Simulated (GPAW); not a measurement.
Runs of GPAW 26.7.0 on CsPbCl3. It takes space group Pm-3m (No. 221, cubic). Conventional cell: a = 5.605 Å, b = 5.605 Å, c = 5.605 Å, α = 90.00°, β = 90.00°, γ = 90.00°. Around Pb (site symmetry m-3m) lie 6 Cl at 2.80 Å. Cs (site symmetry m-3m) is surrounded by 12 Cl at 3.96 Å. Cl (site symmetry 4/mmm) has 2 Pb at 2.80 Å as nearest neighbours. 

```tsv
level	potentials or basis	gap on the mesh (eV)
AM05	PAW data sets generated in the run's folder for this functional, pw	(a)
PBEsol	PAW data sets generated in the run's folder for this functional, pw	(b)
RPBE	the program's PAW data sets (release 1.2.1) made for this functional, pw	1.99
PBE	GPAW PAW data sets (gpaw-data 1.2.1), pw	1.87
LDA	the program's PAW data sets (release 1.2.1) made for this functional, pw	1.68
```

Alike in all rows: task dielectric tensor; no spin polarisation; cell as given; k mesh 4 × 4 × 4; cutoff (eV) 400; smearing fermi-dirac 0.001 eV.

Q: Estimate the missing entries.

A: (a) 1.82; (b) 1.74.

Caveats: the long-wavelength limit can be off by a per cent or two; spin-orbit coupling is left out, which as a rule narrows the gap of such compounds by several tenths of an eV; an odd mesh through Γ misses points on the zone boundary, where band edges often lie.

A k mesh can miss the band edges, and the runs leave out spin-orbit coupling on Cs, Pb.
